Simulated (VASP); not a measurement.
# InAs (F-43m) in VASP: notebook, part 2 of 2

VASP 6.6.1.

**4. Single point, PBEsol**

This run uses another cell than the first one, of 28.19 Å³/atom, 0.990 times its volume.

Contents of INCAR:

```
SYSTEM = InAs
  PREC = Accurate
  ENCUT = 520
  EDIFF = 1E-6
  ISMEAR = 0
  SIGMA = 0.05
  LREAL = .FALSE.
  LASPH = .TRUE.
  NELM = 80
  ALGO = Normal
  ISIF = 2
  LWAVE = .FALSE.
  LCHARG = .FALSE.
  GGA = PS
  NBANDS = 16
```

Contents of KPOINTS:

```
regular mesh
0
G
  10 10 10
  0 0 0
```

Contents of POSCAR:

```
InAs
1.0
    0.0000000000      3.0435409193      3.0435409193
    3.0435409193      0.0000000000      3.0435409193
    3.0435409193      3.0435409193      0.0000000000
In As
1 1
Direct
    0.0000000000      0.0000000000      0.0000000000
    0.7500000000      0.7500000000      0.7500000000
```

Potentials or basis: VASP PAW PBE potentials, release 64 (In_d, As).

The run is started by

```sh
cat potpaw_PBE.64/In_d/POTCAR potpaw_PBE.64/As/POTCAR > POTCAR
mpirun -np 1 vasp_std > vasp.out
```

OUTCAR:

```text
SYSTEM = InAs
   PREC = Accurate
   ENCUT = 520
   EDIFF = 1E-6
   ISMEAR = 0
   LREAL = .FALSE.
   LASPH = .TRUE.
   NELM = 80
   ISIF = 2
   GGA = PS

 ion  position               nearest neighbor table
   1  0.000  0.000  0.000-   2 2.64   2 2.64   2 2.64   2 2.64
   2  0.750  0.750  0.750-   1 2.64   1 2.64   1 2.64   1 2.64

  LATTYP: Found a face centered cubic cell.
 ALAT       =     6.0870818386

  Lattice vectors:

 A1 = (   0.0000000000,   3.0435409193,   3.0435409193)
 A2 = (   3.0435409193,   0.0000000000,   3.0435409193)
 A3 = (   3.0435409193,   3.0435409193,   0.0000000000)

Analysis of symmetry for initial positions (statically):
=====================================================================
 Subroutine PRICEL returns:
 Original cell was already a primitive cell.

 Routine SETGRP: Setting up the symmetry group for a
 face centered cubic supercell.

 Subroutine GETGRP returns: Found 24 space group operations
 (whereof 24 operations were pure point group operations)
 out of a pool of 48 trial point group operations.

The static configuration has the point symmetry T_d .

Analysis of symmetry for dynamics (positions and initial velocities):
=====================================================================
 Subroutine PRICEL returns:
 Original cell was already a primitive cell.

 Routine SETGRP: Setting up the symmetry group for a
 face centered cubic supercell.

 Subroutine GETGRP returns: Found 24 space group operations
 (whereof 24 operations were pure point group operations)
 out of a pool of 48 trial point group operations.

The dynamic configuration has the point symmetry T_d .

 Subroutine INISYM returns: Found 24 space group operations
 (whereof 24 operations are pure point group operations),
 and found     1 'primitive' translations

----------------------------------------------------------------------------------------

                                     Primitive cell

  volume of cell :      56.3855

  direct lattice vectors                    reciprocal lattice vectors
     0.000000000  3.043540919  3.043540919    -0.164282332  0.164282332  0.164282332
     3.043540919  0.000000000  3.043540919     0.164282332 -0.164282332  0.164282332
     3.043540919  3.043540919  0.000000000     0.164282332  0.164282332 -0.164282332

  length of vectors
     4.304216846  4.304216846  4.304216846     0.284545346  0.284545346  0.284545346

  position of ions in fractional coordinates (direct lattice)
     0.000000000  0.000000000  0.000000000
     0.750000000  0.750000000  0.750000000

  ion indices of the primitive-cell ions
   primitive index   ion index
                 1           1
                 2           2

----------------------------------------------------------------------------------------

 KPOINTS: regular mesh

Automatic generation of k-mesh.
 Grid dimensions read from file:
 generate k-points for:   10   10   10

 Generating k-lattice:

  Cartesian coordinates                     Fractional coordinates (reciprocal lattice)
    -0.016428233  0.016428233  0.016428233     0.100000000  0.000000000  0.000000000
     0.016428233 -0.016428233  0.016428233     0.000000000  0.100000000  0.000000000
     0.016428233  0.016428233 -0.016428233     0.000000000  0.000000000  0.100000000

  Length of vectors
     0.028454535  0.028454535  0.028454535

  Shift w.r.t. Gamma in fractional coordinates (k-lattice)
     0.000000000  0.000000000  0.000000000

 Subroutine IBZKPT returns following result:
 ===========================================

 Found     47 irreducible k-points:

 Following reciprocal coordinates:
            Coordinates               Weight
  0.000000  0.000000  0.000000      1.000000
  0.100000  0.000000  0.000000      8.000000
  0.200000  0.000000  0.000000      8.000000
  0.300000  0.000000  0.000000      8.000000
  0.400000  0.000000  0.000000      8.000000
  0.500000  0.000000  0.000000      4.000000
[... 16 lines left out ...]
  0.300000  0.300000  0.000000      6.000000
  0.400000  0.300000  0.000000     24.000000
 [... further k-points ...]
   k-points           NKPTS =     47   k-points in BZ     NKDIM =     47   number of bands    NBANDS=     16
   number of dos      NEDOS =    301   number of ions     NIONS =      2
   total plane-waves  NPLWV =  32768
   dimension x,y,z NGX =    32 NGY =   32 NGZ =   32
   dimension x,y,z NGXF=    64 NGYF=   64 NGZF=   64
   ions per type =               1   1
   NGX,Y,Z   is equivalent  to a cutoff of  12.36, 12.36, 12.36 a.u.
   NGXF,Y,Z  is equivalent  to a cutoff of  24.72, 24.72, 24.72 a.u.
 SYSTEM =  InAs
   PREC   = accura    normal or accurate (medium, high low for compatibility)
   ISTART =      0    job   : 0-new  1-cont  2-samecut
   ICHARG =      2    charge: 1-file 2-atom 10-const
   ISPIN  =      1    spin polarized calculation?
   LNONCOLLINEAR =      F non collinear calculations
   LSORBIT =      F    spin-orbit coupling
   LASPH  =      T    aspherical Exc in radial PAW
   ENCUT  =  520.0 eV  38.22 Ry    6.18 a.u.   8.00  8.00  8.00*2*pi/ulx,y,z
   NELM   =     80;   NELMIN=  2; NELMDL= -5     # of ELM steps
   EDIFF  = 0.1E-05   stopping-criterion for ELM
   LREAL  =      F    real-space projection
   EDIFFG = 0.1E-04   stopping-criterion for IOM
   NSW    =      0    number of steps for IOM
   IBRION =     -1    ionic relax: 0-MD 1-quasi-New 2-CG
   NFREE  =      0    steps in history (QN), initial steepest desc. (CG)
   ISIF   =      2    stress and relaxation
   ISYM   =      2    0-nonsym 1-usesym 2-fastsym
   POTIM  = 0.5000    time-step for ionic-motion
   TEBEG  =    0.0;   TEEND  =   0.0 temperature during run
   PSTRESS=    0.0 pullay stress
   NELECT =      18.0000    total number of electrons
   NUPDOWN=      -1.0000    fix difference up-down
   EMIN   =  10.00;   EMAX   =-10.00  energy-range for DOS
   EFERMI =   0.00;   METHOD = LEGACY
   ISMEAR =     0;   SIGMA  =   0.05  broadening in eV -4-tet -1-fermi 0-gaus
   EFERMI_NEDOS =   21; number of points for ismear=-14 and -15
   IALGO  =     38    algorithm
   IMIX   =      4    mixing-type and parameters
     AMIX     =   0.40;   BMIX     =  1.00
     AMIX_MAG =   1.60;   BMIX_MAG =  1.00
  volume/ion in A,a.u.               =      28.19       190.25
  Fermi-wavevector in a.u.,A,eV,Ry     =   1.118862  2.114343 17.032483  1.251852
  Thomas-Fermi vector in A             =   2.255496
   LORBIT       =      0    0 simple, 1 ext, 2 COOP (PROOUT), +10 PAW based schemes
   GGA     = PS    functional components
   LHFCALC =     F    Hartree Fock is set to
   AEXX    =    0.0000 exact exchange contribution
   IVDW    =     0    specifies the selected vdW correction
   LEPSILON=     F    determine dielectric tensor
   LRPA    =     F    only Hartree local field effects (RPA)
 non-spin polarized calculation
 Gauss-broadening in eV      SIGMA  =   0.05
  energy-cutoff  :      520.00
  volume of cell :       56.39
 maximum number of plane-waves:      1533
   NGX = 17   NGY = 17   NGZ = 17

 number of electron      17.9999992 magnetization

 Free energy of the ion-electron system (eV)
  ---------------------------------------------------
  ext. energy  EPLUGINS =         0.00000000
  ---------------------------------------------------
  free energy    TOTEN  =        -8.48987361 eV

  energy without entropy =       -8.48979633  energy(sigma->0) =       -8.48983497

 E-fermi :   4.1896     XC(G=0):  -9.1982

 val. band max:        4.1743502453   @ k =   0.0000   0.0000   0.0000
 cond. band min:       5.0067143768   @ k =   0.5000   0.0000   0.0000
 fundamental gap:      0.8323641316
 Fermi energy:         4.1895966312

 k-point     1 :       0.0000    0.0000    0.0000
  band No.  band energies     occupation
      1     -10.1177      2.00000
      2     -10.1177      2.00000
      3     -10.1177      2.00000
      4      -9.9979      2.00000
      5      -9.9979      2.00000
      6      -7.5890      2.00000
[... 8 lines left out ...]
     15      13.7887      0.00000
     16      13.7887      0.00000

 k-point     2 :       0.1000    0.0000    0.0000
  band No.  band energies     occupation
      1     -10.1303      2.00000
      2     -10.1141      2.00000
      3     -10.1141      2.00000
      4      -9.9980      2.00000
      5      -9.9980      2.00000
      6      -7.4877      2.00000
[... 8 lines left out ...]
     15      13.0633      0.00000
     16      13.0633      0.00000
[... 387 lines left out ...]
      5      -9.9837      2.00000
      6      -6.5121      2.00000
[... 8 lines left out ...]
     15      14.7165      0.00000
     16      15.8077      0.00000

 k-point    24 :       0.4000    0.3000    0.0000
  band No.  band energies     occupation
      1     -10.2598      2.00000
      2     -10.0610      2.00000
      3     -10.0587      2.00000
      4     -10.0230      2.00000
      5      -9.9816      2.00000
      6      -6.1734      2.00000
[... 8 lines left out ...]
     15      15.1776      0.00000
     16      16.0101      0.00000

 [... further k-points ...]
[... 5 lines left out ...]
  --------------------------------------------------------------------------------------
  -------------------------------------------------------------------------------------
  Total        0.0301128      0.0301128      0.0301128     -0.0000000      0.0000000     -0.0000000
  in kB        0.8556456      0.8556456      0.8556456     -0.0000000      0.0000000     -0.0000000
  external PRESSURE =       0.8556456 kB  Pullay stress =       0.0000000 kB

 VOLUME and BASIS-vectors are now :
 -----------------------------------------------------------------------------
  energy-cutoff  :      520.00
  volume of cell :       56.39
      direct lattice vectors                 reciprocal lattice vectors
     0.000000000  3.043540919  3.043540919    -0.164282332  0.164282332  0.164282332
     3.043540919  0.000000000  3.043540919     0.164282332 -0.164282332  0.164282332
     3.043540919  3.043540919  0.000000000     0.164282332  0.164282332 -0.164282332

 POSITION                                       TOTAL-FORCE (eV/Angst)
 -----------------------------------------------------------------------------------
      0.00000      0.00000      0.00000        -0.000000     -0.000000     -0.000000
      4.56531      4.56531      4.56531         0.000000      0.000000      0.000000
 -----------------------------------------------------------------------------------
    total drift:                                0.000000      0.000000      0.000000

  FREE ENERGIE OF THE ION-ELECTRON SYSTEM (eV)
  ---------------------------------------------------
  free  energy   TOTEN  =        -8.4898736061 eV

  energy  without entropy=       -8.4897963258  energy(sigma->0) =       -8.48983497
```

OSZICAR:

```text
N       E                     dE             d eps       ncg     rms          rms(c)
DAV:   1     0.111631043832E+03    0.11163E+03   -0.82233E+03  1504   0.121E+03
DAV:   2    -0.141930358817E+01   -0.11305E+03   -0.10862E+03  1640   0.290E+02
DAV:   3    -0.859271798636E+01   -0.71734E+01   -0.71430E+01  1968   0.730E+01
DAV:   4    -0.877248540632E+01   -0.17977E+00   -0.17973E+00  1856   0.130E+01
DAV:   5    -0.878075392931E+01   -0.82685E-02   -0.82684E-02  2256   0.234E+00    0.432E+00
DAV:   6    -0.852161384062E+01    0.25914E+00   -0.38093E-01  2360   0.111E+01    0.237E+00
DAV:   7    -0.849104535559E+01    0.30568E-01   -0.10364E-01  2096   0.315E+00    0.675E-01
DAV:   8    -0.848954215309E+01    0.15032E-02   -0.12514E-02  1872   0.126E+00    0.191E-01
DAV:   9    -0.848978838422E+01   -0.24623E-03   -0.88209E-04  1928   0.260E-01    0.106E-01
DAV:  10    -0.848985543995E+01   -0.67056E-04   -0.12119E-04  2240   0.154E-01    0.637E-02
DAV:  11    -0.848987374902E+01   -0.18309E-04   -0.48426E-05  1792   0.953E-02    0.437E-02
DAV:  12    -0.848987360608E+01    0.14293E-06   -0.46256E-06  1648   0.215E-02
   1 F= -.84898736E+01 E0= -.84898350E+01  d E =-.772803E-04
```

stdout:

```text
POSCAR found type information on POSCAR InAs
 POSCAR found :  2 types and       2 ions
 scaLAPACK will be used
 -----------------------------------------------------------------------------
|                                                                             |
|                                                                             |
|     You enforced a specific xc type in the INCAR file but a different       |
|     I HOPE YOU KNOW WHAT YOU ARE DOING!                                     |
|                                                                             |
 -----------------------------------------------------------------------------

 LDA part: xc-table for (Slater+PW92), standard interpolation
 POSCAR, INCAR and KPOINTS ok, starting setup
 FFT: planning ... GRIDC
 FFT: planning ... GRID_SOFT
 FFT: planning ... GRID
 WAVECAR not read
 entering main loop
```

Wall time 44 s (1 thread of AMD EPYC 7R43 (Zen 3), shared host); peak memory 0.17 GiB.

Results:

```
Free energy            : -8.4899 eV
Pressure               : 0.1 GPa
Band gap on the k mesh : zero (filled and empty bands touch)
```

Levels at points of the mesh, in eV from the Fermi level:
| k point | band 6 | band 7 | band 8 | band 9 | band 10 | band 11 | band 12 | band 13 |
| --- | --- | --- | --- | --- | --- | --- | --- | --- |
| (0.00, 0.00, 0.00) | -11.78 | -0.40 | -0.02 | -0.02 | -0.02 | 3.83 | 3.83 | 3.83 |
| (0.50, 0.00, 0.00) | -10.35 | -5.73 | -0.98 | -0.98 | 0.82 | 4.60 | 4.60 | 6.68 |
| (0.50, 0.50, 0.00) | -9.83 | -5.81 | -2.29 | -2.29 | 1.46 | 1.96 | 8.93 | 9.07 |

Caveat: the PAW data sets were made with another functional, which shifts forces and pressure a little; spin-orbit coupling is left out, which moves the levels of the heavy elements.

**5. Overview**

| cell | gap on the mesh (eV) | pressure (GPa) |
| --- | --- | --- |
| a = 4.319 Å, angles 60.0°, 2 atoms | none | -0.5 |
| a = 4.313 Å, angles 60.0°, 2 atoms | none | -0.3 |
| a = 4.304 Å, angles 60.0°, 2 atoms | none | 0.1 |

Alike in all rows: task single point; level PBEsol; potentials or basis VASP PAW PBE potentials, release 64 (In_d, As); no spin polarisation; k mesh 10 × 10 × 10; cutoff (eV) 520; smearing gaussian 0.05 eV.

Caveats: the PAW data sets were made with another functional, which shifts forces and pressure a little; spin-orbit coupling is left out, which moves the levels of the heavy elements.

Total energies depend on the potentials used, so only differences within one code and one set of settings carry meaning.

**6. How close it comes**

Step 2. Against the measured gap of InAs, 0.418 eV (direct; 4.2 K; a printed reference work, data compilation), the calculated 0.00 eV is off by -0.42 eV. Spin-orbit coupling on As, In is left out. The value is that of PBEsol on a finite k mesh, which can miss the band edges, without temperature or zero-point motion. Semilocal functionals fall short of measured gaps as a rule.

Step 3. Measured gap of InAs: 0.418 eV (direct; 4.2 K; a printed reference work, data compilation). This calculation gives 0.00 eV (-0.42 eV). Spin-orbit coupling on As, In is left out. The value is that of PBEsol on a finite k mesh, which can miss the band edges, without temperature or zero-point motion. Semilocal functionals fall short of measured gaps as a rule.

Step 4. Against the measured gap of InAs, 0.418 eV (direct; 4.2 K; a printed reference work, data compilation), the calculated 0.00 eV is off by -0.42 eV. Spin-orbit coupling on As, In is left out. The value is that of PBEsol on a finite k mesh, which can miss the band edges, without temperature or zero-point motion. Semilocal functionals fall short of measured gaps as a rule.
